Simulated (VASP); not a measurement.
# BeTe: excitons from the Bethe-Salpeter equation

Aim: the optical spectrum of BeTe with the electron-hole interaction. The cell is of the zinc-blende type, one of the forms listed for this formula. The start is a computed cell from the Materials Project.

Calculated with VASP 6.6.1; PBE; plane waves and PAW (Be_GW, Te_GW), in the first sound run; inputs show where later runs differ.

Experimental background.

For BeTe, zincblende (quoted from earlier experiment), “The band structure of BeTe - a combined experimental and theoretical study” (1997, arxiv:cond-mat/9712266) quotes earlier work: band gap (absolute (indirect, Gamma to X) gap) 2.7 eV [literature value quoted in the theory comparison; sample and temperature not stated].

## 1. Set-up

The structure is cubic, space group F-43m (No. 216). The conventional cell has a = 5.663 Å, b = 5.663 Å, c = 5.663 Å, α = 90.00°, β = 90.00°, γ = 90.00°. Nearest to Be lie 4 Te at 2.45 Å. Nearest to Te lie 4 Be at 2.45 Å. Farther neighbours and most contacts between anions are not listed.

Structure file:

```xyz
2
Lattice="0.0000 2.8315 2.8315 2.8315 0.0000 2.8315 2.8315 2.8315 0.0000" Properties=species:S:1:pos:R:3 pbc="T T T"
Be    0.0000    0.0000    0.0000
Te    4.2472    4.2472    4.2472
```

## 2. Ground state

The orbitals come from a self-consistent PBE run with a tight EDIFF and a narrow smearing. KPOINTS_OPT adds the bands along a path, which shows whether the mesh holds the band edges.

The input, INCAR:

```
SYSTEM = BeTe
PREC = Accurate
ENCUT = 300
EDIFF = 1E-08
NELM = 100
ISMEAR = 0
SIGMA = 0.01
LREAL = .FALSE.
ALGO = Normal
GGA = PE
NBANDS = 10
LORBIT = 11
LWAVE = .TRUE.
LCHARG = .FALSE.
KPAR = 8
```

The input, POSCAR:

```
BeTe
1.0
    0.0000000000      2.8314587876      2.8314587876
    2.8314587876      0.0000000000      2.8314587876
    2.8314587876      2.8314587876      0.0000000000
Be Te
1 1
Direct
    0.0000000000      0.0000000000      0.0000000000
    0.7500000000      0.7500000000      0.7500000000
```

The input, KPOINTS:

```
Automatic mesh
0
Gamma
6 6 6
0 0 0
```

The input, KPOINTS_OPT:

```
Line mode
12
Line-mode
Reciprocal
  0.00000000   0.00000000   0.00000000 GAMMA
  0.50000000   0.00000000   0.50000000 X

  0.50000000   0.00000000   0.50000000 X
  0.50000000   0.25000000   0.75000000 W

  0.50000000   0.25000000   0.75000000 W
  0.37500000   0.37500000   0.75000000 K

  0.37500000   0.37500000   0.75000000 K
  0.00000000   0.00000000   0.00000000 GAMMA

  0.00000000   0.00000000   0.00000000 GAMMA
  0.50000000   0.50000000   0.50000000 L

  0.50000000   0.50000000   0.50000000 L
  0.62500000   0.25000000   0.62500000 U

  0.62500000   0.25000000   0.62500000 U
  0.50000000   0.25000000   0.75000000 W

  0.50000000   0.25000000   0.75000000 W
  0.50000000   0.50000000   0.50000000 L

  0.50000000   0.50000000   0.50000000 L
  0.37500000   0.37500000   0.75000000 K

  0.62500000   0.25000000   0.62500000 U
  0.50000000   0.00000000   0.50000000 X
```

The projector-augmented-wave data sets are Be_GW and Te_GW (PBE family, release 64).

Command:

```sh
mpirun -np 8 vasp_std
```

Output:

```text
[banner, memory and clock lines left out]
running    8 mpi-ranks, on    1 nodes
 distrk:  each k-point on    1 cores,    8 groups
 distr:  one band on    1 cores,    1 groups

 POSCAR found type information on POSCAR BeTe
 POSCAR found :  2 types and       2 ions
|                                                                             |
|           W    W    AA    RRRRR   N    N  II  N    N   GGGG   !!!           |
|           W    W   A  A   R    R  NN   N  II  NN   N  G    G  !!!           |
|           W    W  A    A  R    R  N N  N  II  N N  N  G       !!!           |
|           W WW W  AAAAAA  RRRRR   N  N N  II  N  N N  G  GGG   !            |
|           WW  WW  A    A  R   R   N   NN  II  N   NN  G    G                |
|           W    W  A    A  R    R  N    N  II  N    N   GGGG   !!!           |
|                                                                             |
|     For optimal performance we recommend to set                             |
|       NCORE = 2 up to number-of-cores-per-socket                            |
|     NCORE specifies how many cores store one orbital (NPAR=cpu/NCORE).      |
|     This setting can greatly improve the performance of VASP for DFT.       |
|     The default, NCORE=1 might be grossly inefficient on modern             |
|     multi-core architectures or massively parallel machines. Do your        |
|     Unfortunately you need to use the default for GW and RPA                |
|     calculations (for HF NCORE is supported but not extensively tested      |
|     yet).                                                                   |
|                                                                             |

 LDA part: xc-table for (Slater+PW92), standard interpolation
 POSCAR, INCAR and KPOINTS ok, starting setup
 FFT: planning ... GRIDC
 FFT: planning ... GRID_SOFT
 FFT: planning ... GRID
 WAVECAR not read
 entering main loop
       N       E                     dE             d eps       ncg     rms          rms(c)
DAV:   1     0.132721642878E+02    0.13272E+02   -0.27177E+03   320   0.479E+02
DAV:   2    -0.702456321474E+01   -0.20297E+02   -0.19999E+02   474   0.826E+01
DAV:   3    -0.768317851921E+01   -0.65862E+00   -0.65808E+00   414   0.152E+01
DAV:   4    -0.769259203109E+01   -0.94135E-02   -0.94123E-02   430   0.213E+00
DAV:   5    -0.769279287366E+01   -0.20084E-03   -0.20084E-03   446   0.266E-01    0.197E+00
DAV:   6    -0.759629167876E+01    0.96501E-01   -0.11503E-01   380   0.129E+00    0.112E+00
DAV:   7    -0.756820489301E+01    0.28087E-01   -0.92359E-02   418   0.138E+00    0.235E-01
DAV:   8    -0.756917176599E+01   -0.96687E-03   -0.69658E-03   378   0.485E-01    0.559E-02
DAV:   9    -0.756951859647E+01   -0.34683E-03   -0.46429E-04   382   0.137E-01    0.186E-02
DAV:  10    -0.756954168599E+01   -0.23090E-04   -0.63092E-05   376   0.441E-02    0.456E-03
DAV:  11    -0.756954378698E+01   -0.21010E-05   -0.43770E-06   392   0.141E-02    0.108E-03
DAV:  12    -0.756954402217E+01   -0.23519E-06   -0.35226E-07   384   0.372E-03    0.287E-04
DAV:  13    -0.756954404984E+01   -0.27675E-07   -0.39636E-08   380   0.121E-03    0.133E-04
DAV:  14    -0.756954407498E+01   -0.25135E-07   -0.30243E-09   286   0.316E-04    0.214E-05
DAV:  15    -0.756954407665E+01   -0.16712E-08   -0.34739E-10   218   0.133E-04
   1 F= -.75695441E+01 E0= -.75695441E+01  d E =-.295695E-20
 Start KPOINTS_OPT (optional k-point list driver)
k-point batch [1-16\120]
       N       E                     dE             ncg
DAV:   1     0.381316790384E+03   -0.16357E+04      320
DAV:   2     0.326714095860E+02   -0.34865E+03      526
DAV:   3     0.233341294227E+02   -0.93373E+01      450
DAV:   4     0.231561293036E+02   -0.17800E+00      464
DAV:   5     0.231550415366E+02   -0.10878E-02      454
DAV:   6     0.231550250038E+02   -0.16533E-04      468
DAV:   7     0.231550249166E+02   -0.87171E-07      448
DAV:   8     0.231550249159E+02   -0.74012E-09      378
[...]
k-point batch [113-120\120]
       N       E                     dE             ncg
DAV:   1     0.194016491374E+04   -0.15305E+04      160
DAV:   3     0.178548244285E+04   -0.45176E+01      260
DAV:   4     0.178546325715E+04   -0.19186E-01      210
DAV:   5     0.178546297352E+04   -0.28364E-03      278
DAV:   6     0.178546297253E+04   -0.98606E-06      228
DAV:   7     0.178546297253E+04   -0.20709E-08      246
 writing wavefunctions
```

Elapsed: 2 s, on 8 MPI ranks of Intel Xeon 6975P-C (Granite Rapids), shared host; peak memory 1.1 GiB; 11 s of CPU time.

Lines that name or quote the potential files are left out of all logs, and their timing lines are given in words.

From OUTCAR (step 2):

```text
ion  position               nearest neighbor table
   1  0.000  0.000  0.000-   2 2.45   2 2.45   2 2.45   2 2.45
   2  0.750  0.750  0.750-   1 2.45   1 2.45   1 2.45   1 2.45

  LATTYP: Found a face centered cubic cell.
 ALAT       =     5.6629175752

 Subroutine GETGRP returns: Found 24 space group operations
 (whereof 24 operations were pure point group operations)

The static configuration has the point symmetry T_d .

 Found     16 irreducible k-points:

   k-points           NKPTS =     16   k-points in BZ     NKDIM =     16   number of bands    NBANDS=     10

   dimension x,y,z NGX =    24 NGY =   24 NGZ =   24
   dimension x,y,z NGXF=    48 NGYF=   48 NGZF=   48

   ENCUT  =  300.0 eV  22.05 Ry    4.70 a.u.   5.66  5.66  5.66*2*pi/ulx,y,z

   NELECT =       8.0000    total number of electrons

 k-points in reciprocal lattice and weights: Automatic mesh
   0.00000000  0.00000000  0.00000000       0.005
   0.16666667  0.00000000  0.00000000       0.037
   0.33333333  0.00000000  0.00000000       0.037
   0.50000000  0.00000000  0.00000000       0.019
   0.16666667  0.16666667  0.00000000       0.028
   0.33333333  0.16666667  0.00000000       0.111
   0.50000000  0.16666667  0.00000000       0.111
  -0.33333333  0.16666667  0.00000000       0.111
  -0.16666667  0.16666667  0.00000000       0.056
[...]
-0.33333333  0.33333333  0.16666667       0.111
  -0.33333333  0.50000000  0.16666667       0.056

 average (electrostatic) potential at core
       1 -24.7098       2 -89.1926

 E-fermi :   4.7239

 k-point     1 :       0.0000    0.0000    0.0000
  band No.  band energies     occupation
      1      -7.5302      2.00000
      2       4.6624      2.00000
      3       4.6624      2.00000
      4       4.6624      2.00000
      5       8.2902      0.00000
      6       8.2902      0.00000
      7       8.2902      0.00000
      8       8.3605      0.00000
      9      12.9529      0.00000
    ...

 k-point     2 :       0.1667    0.0000    0.0000
  band No.  band energies     occupation
      1      -7.2778      2.00000
      2       2.7008      2.00000
      3       4.2941      2.00000
      4       4.2941      2.00000
      5       8.0977      0.00000
      6       8.8231      0.00000
      7       8.8231      0.00000
      8      10.3502      0.00000
      9      13.5800      0.00000
    ...

 k-point     3 :       0.3333    0.0000    0.0000
  band No.  band energies     occupation
      1      -6.6493      2.00000
      2       0.2848      2.00000
      3       3.7651      2.00000
      4       3.7651      2.00000
      5       7.8077      0.00000
      6       9.2886      0.00000
      7       9.2886      0.00000
      8      12.4086      0.00000
      9      13.9514      0.00000
    ...

  Total        0.0552948      0.0552948      0.0552948     -0.0000000      0.0000000     -0.0000000
  in kB        1.9513458      1.9513458      1.9513458     -0.0000000      0.0000000     -0.0000000
  external PRESSURE =       1.9513458 kB  Pullay stress =       0.0000000 kB

  energy-cutoff  :      300.00
  volume of cell :       45.40
      direct lattice vectors                 reciprocal lattice vectors
     0.000000000  2.831458788  2.831458788    -0.176587419  0.176587419  0.176587419
     2.831458788  0.000000000  2.831458788     0.176587419 -0.176587419  0.176587419
     2.831458788  2.831458788  0.000000000     0.176587419  0.176587419 -0.176587419

 POSITION                                       TOTAL-FORCE (eV/Angst)
 -----------------------------------------------------------------------------------
      0.00000      0.00000      0.00000        -0.000000     -0.000000     -0.000000
      4.24719      4.24719      4.24719         0.000000      0.000000      0.000000
 -----------------------------------------------------------------------------------
    total drift:                               -0.000000     -0.000000     -0.000000

  FREE ENERGIE OF THE ION-ELECTRON SYSTEM (eV)
  ---------------------------------------------------
  free  energy   TOTEN  =        -7.5695440766 eV

  energy  without entropy=       -7.5695440766  energy(sigma->0) =       -7.56954408

 total charge
# of ion       s       p       d       tot
------------------------------------------
    1        0.364   0.548   0.008   0.919
    2        1.543   2.724   0.063   4.330
--------------------------------------------------
tot          1.907   3.272   0.071   5.249

[... 3 further parts left out ...]
```

This step gave:

```
free energy (TOTEN)               : -7.570 eV
Fermi energy                      : 4.724 eV
pressure                          : 0.1951 GPa
least gap on mesh and path        : 2.012 eV
least direct gap on mesh and path : 3.628 eV
```

The highest empty bands on the path are converged less tightly, to about 0.1 eV. Electronic bands along the path, in eV, zero at the valence-band top; v1 is the highest filled band, c1 the lowest empty one:

```csv
point,v3,v2,v1,c1,c2,c3,c4
Γ,0.00,0.00,0.00,3.63,3.63,3.63,3.70
0.45 of the way,-2.55,-1.47,-1.47,2.74,4.63,6.06,6.06
X,-5.03,-2.58,-2.58,2.01,2.69,9.63,9.63
0.45 of the way,-4.87,-2.99,-2.84,2.87,3.49,8.44,8.59
W,-4.52,-3.61,-3.13,5.29,5.53,5.58,6.13
0.45 of the way,-4.61,-3.70,-2.71,3.75,5.38,6.69,7.11
K,-4.69,-3.79,-2.18,2.73,5.26,7.85,8.12
0.45 of the way,-3.75,-2.47,-0.79,4.00,4.88,5.44,6.28
Γ,0.00,0.00,0.00,3.63,3.63,3.63,3.70
0.45 of the way,-2.92,-0.58,-0.58,3.32,4.42,4.42,6.63
L,-5.44,-1.11,-1.11,3.03,4.61,4.61,7.83
0.55 of the way,-5.07,-2.80,-1.64,3.35,5.62,5.97,7.51
U,-4.69,-3.79,-2.18,2.73,5.26,7.85,8.12
0.45 of the way,-4.63,-3.72,-2.58,3.46,5.34,6.94,7.35
W,-4.52,-3.61,-3.13,5.29,5.53,5.58,6.13
0.55 of the way,-5.09,-2.65,-1.74,4.09,4.37,6.34,7.86
L,-5.44,-1.11,-1.11,3.03,4.61,4.61,7.83
0.45 of the way,-5.18,-2.43,-1.51,3.48,5.13,5.60,7.86
K,-4.69,-3.79,-2.18,2.73,5.26,7.85,8.12
jump to U,-4.69,-3.79,-2.18,2.73,5.26,7.85,8.12
0.45 of the way,-4.91,-3.14,-2.46,2.37,3.49,8.95,9.02
X,-5.03,-2.58,-2.58,2.01,2.69,9.63,9.63
```

Of the projections kept (Be, Te), the largest for each band there; the rest of the weight can lie on other orbitals:

```csv
point,v3,v2,v1,c1,c2,c3,c4
Γ,Te 0.90,Te 0.90,Te 0.90,Be 0.60,Be 0.61,Be 0.61,Te 0.59
X,Te 0.66,Te 0.78,Te 0.78,Te 0.59,Te 0.51,Be 0.51,Be 0.51
W,Te 0.62,Te 0.83,Te 0.76,Te 0.95,Be 0.66,Be 0.59,Te 0.64
K,Te 0.64,Te 0.79,Te 0.79,Te 0.55,Te 0.57,Te 0.53,Te 0.51
Γ,Te 0.90,Te 0.90,Te 0.90,Be 0.60,Be 0.61,Be 0.61,Te 0.59
L,Te 0.69,Te 0.82,Te 0.82,Be 0.51,Te 0.55,Te 0.55,Be 0.59
```

The electronic bands as a text plot (rows in eV, shown from -5.4 to 3.7 only):

```
    3.5 |++   +     +      +     +++++     ++          +  ++
    3.1 |  ++  ++  +      +           +++++  +  +       ++  +  +
    2.7 |        +++    ++                    ++             ++ +
    2.4 |    +++                                               +
    2.0 |       +++                                             +
    1.6 |
    1.2 |
    0.8 |
    0.5 |
    0.1 |*                      ***
   -0.3 |**                    *** ***
   -0.7 | **                 **    *  **
   -1.1 |  **               *  **       ***            ***
   -1.4 |                  *        *      **         ** **
   -1.8 |   **            *   **           * **      *     **
   -2.2 |     **        **           *         *    * *   *  **
   -2.6 |       ****   *     *              *   *    *         **
   -3.0 |          ****     *                *   ***       *   *
   -3.3 |    *      *      *  *                     *       *
   -3.7 |     *      ******  *        *       ******         **
   -4.1 |      *            *          *
   -4.5 |       *    **** **                    ****         *
   -4.9 |        ****    *                   ***    *       * ***
   -5.2 |                               *****        *******
         Γ       X    W  K        Γ      L     U  W     L   K|U X
```

The cell has a gap of 2.01 eV on mesh and path. Spin-orbit coupling is left out, which can shift or reorder these edges.

## 3. Empty bands

The next step needs empty bands that the ground-state run didn't converge, so the Hamiltonian is diagonalised exactly for NBANDS bands, in a single step. LOPTICS writes the k-derivatives of the orbitals (WAVEDER), which give the long-wavelength limit of the screening.

The input, INCAR:

```
SYSTEM = BeTe
PREC = Accurate
ENCUT = 300
ISMEAR = 0
SIGMA = 0.01
LREAL = .FALSE.
GGA = PE
NBANDS = 104
ALGO = Exact
NELM = 1
LWAVE = .TRUE.
LCHARG = .FALSE.
LOPTICS = .TRUE.
NEDOS = 1000
CSHIFT = 0.1
```

POSCAR is that of step 2.

KPOINTS is that of step 2.

Command:

```sh
mpirun -np 8 vasp_std
```

Output:

```text
[banner, memory and clock lines left out]
running    8 mpi-ranks, on    1 nodes
 distrk:  each k-point on    8 cores,    1 groups
 distr:  one band on    1 cores,    8 groups

 POSCAR found type information on POSCAR BeTe
 POSCAR found :  2 types and       2 ions
 [... a notice as in an earlier step ...]

 LDA part: xc-table for (Slater+PW92), standard interpolation
 found WAVECAR, reading the header
  number of bands has changed, file:    10 present:   104
  trying to continue reading WAVECAR, but it might fail
 POSCAR, INCAR and KPOINTS ok, starting setup
 FFT: planning ... GRIDC
 FFT: planning ... GRID_SOFT
 FFT: planning ... GRID
 reading WAVECAR
 random initialization beyond band           10
 the WAVECAR file was read successfully
 initial charge from wavefunction
 entering main loop
       N       E                     dE             d eps       ncg     rms          rms(c)
DIA:   1    -0.756954407285E+01   -0.75695E+01    0.00000E+00     0   0.000E+00
   1 F= -.75695441E+01 E0= -.75695441E+01  d E =-.787981E-12
 writing wavefunctions
 optical routines
 imaginary and real dielectric function
 recalculating local potential from charge density
 direction            1
 direction            2
 direction            3
```

It took 2 s on 8 MPI ranks; peak memory 0.92 GiB; 11 s of CPU time.

OUTCAR, selected parts (step 3):

```text
The static configuration has the point symmetry T_d .

 Found     16 irreducible k-points:

   k-points           NKPTS =     16   k-points in BZ     NKDIM =     16   number of bands    NBANDS=    104

   NELECT =       8.0000    total number of electrons

 E-fermi :   4.7053

 k-point     2 :       0.1667    0.0000    0.0000
  band No.  band energies     occupation
      1      -7.2778      2.00000
      2       2.7008      2.00000
      3       4.2941      2.00000
      4       4.2941      2.00000
      5       8.0977      0.00000
      6       8.8231      0.00000
      7       8.8231      0.00000
      8      10.3502      0.00000
      9      13.5799      0.00000
    ...

  Total        0.0553508      0.0553508      0.0553508      0.0000000      0.0000000     -0.0000000
  in kB        1.9533226      1.9533226      1.9533226      0.0000000      0.0000000     -0.0000000
  external PRESSURE =       1.9533226 kB  Pullay stress =       0.0000000 kB

 POSITION                                       TOTAL-FORCE (eV/Angst)
 -----------------------------------------------------------------------------------
      0.00000      0.00000      0.00000         0.000000      0.000000      0.000000
      4.24719      4.24719      4.24719        -0.000000     -0.000000     -0.000000
 -----------------------------------------------------------------------------------
    total drift:                               -0.000000     -0.000000     -0.000000

  FREE ENERGIE OF THE ION-ELECTRON SYSTEM (eV)
  ---------------------------------------------------
  free  energy   TOTEN  =        -7.5695440728 eV

  energy  without entropy=       -7.5695440728  energy(sigma->0) =       -7.56954407

 plasma frequency squared (from intraband transitions) (eV^2)
  --------------------------------------------------------------------------------------
       0.000       0.000      -0.000
       0.000       0.000      -0.000
      -0.000      -0.000       0.000

[... 13 parts as in an earlier step ...]
```

The gap is read on the k-mesh alone, so it is an upper bound where the band edges lie off the mesh.

Numbers from this step:

| Property | Result |
| --- | --- |
| gap on the k-mesh | 2.012 eV |
| least direct gap on the k-mesh | 3.628 eV |

WAVECAR now holds 104 bands for 8 electrons. Its independent-particle dielectric tensor has xx, yy, zz = 8.4, 8.4, 8.4 on this mesh, which isn't tested for convergence in mesh or bands and lacks local fields.

(Continued in part 2 of 3.)

[Lines on the potential files, build, host, timing and source positions are cut from VASP's logs without a mark.]

[Logs are printed without paths, hosts, clocks, repeated set-up lines and the standing remarks that a program may print on its own settings, such as how far it seeks lower states.]

[Hosts, paths, dates, database ids (printed as entryN), source tags and the programs' standing remarks are cut or masked in the printed files.]

[Pressures printed for these runs are not shown converged in the cutoff: they can be off by several GPa and have the wrong sign.]
